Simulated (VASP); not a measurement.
## TePb: single point with PBE

Crystal: TePb.

```
CELL_PARAMETERS angstrom
0.00000 3.22700 3.22700
3.22700 0.00000 3.22700
3.22700 3.22700 0.00000
ATOMIC_POSITIONS crystal
Te 0.43028 0.56972 0.43028
Pb 0.00000 0.00000 0.00000
```

Measurements of this composition are mostly on another form, of space group No. 225.

The cell isn't the ideal one: atom 1 (Te) moved by (-0.450, +0.000) A along y and z.

```
Program             : VASP 6.6.1
Task                : single point
Functional          : PBE
Potentials or basis : VASP PAW PBE potentials, release 64 (Te, Pb_d)
Cutoff              : 520 eV
k mesh              : 8 × 8 × 8
Occupations         : gaussian, width 0.05 eV
Spin                : no spin polarisation
```

```yaml
Pressure: 5.1 GPa
Largest_force: 1.464 eV/Å
Band_gap_on_the_k_mesh: 1.24 eV, indirect (least direct gap 1.48 eV)
```

Forces on the atoms (eV/Å):
```
Te   0.000  1.464  0.000
Pb   0.000 -1.464  0.000
```

Stress tensor (GPa, compression positive):
```
 2.12  0.00  0.00
 0.00 11.11  0.00
 0.00  0.00  2.12
```

Levels at points of the mesh, in eV from the valence-band top:
```csv
k point,band 7,band 8,band 9,band 10,band 11,band 12,band 13,band 14
"(0.00, 0.00, 0.00)",-5.33,-1.58,-1.13,-1.13,3.35,3.35,4.56,5.90
"(0.50, 0.00, 0.00)",-8.32,-1.44,-0.96,-0.24,1.24,1.52,2.26,7.98
"(0.50, 0.50, 0.00)",-7.10,-4.45,-2.68,-2.55,2.46,6.12,6.36,6.75
"(0.50, 0.00, 0.50)",-7.94,-3.74,-2.77,-2.77,3.37,5.67,5.67,7.27
```

It took 44 s on 1 thread of Intel(R) Xeon(R) Platinum 8559C (Emerald Rapids), with other jobs on the host, peak memory 0.24 GiB.

Caveat: spin-orbit coupling is left out, which as a rule narrows the gap of such compounds by several tenths of an eV; forces of over 1 eV/Å show positions far from the minimum, so gaps and moduli don't describe the material at rest. A k mesh can miss the band edges.
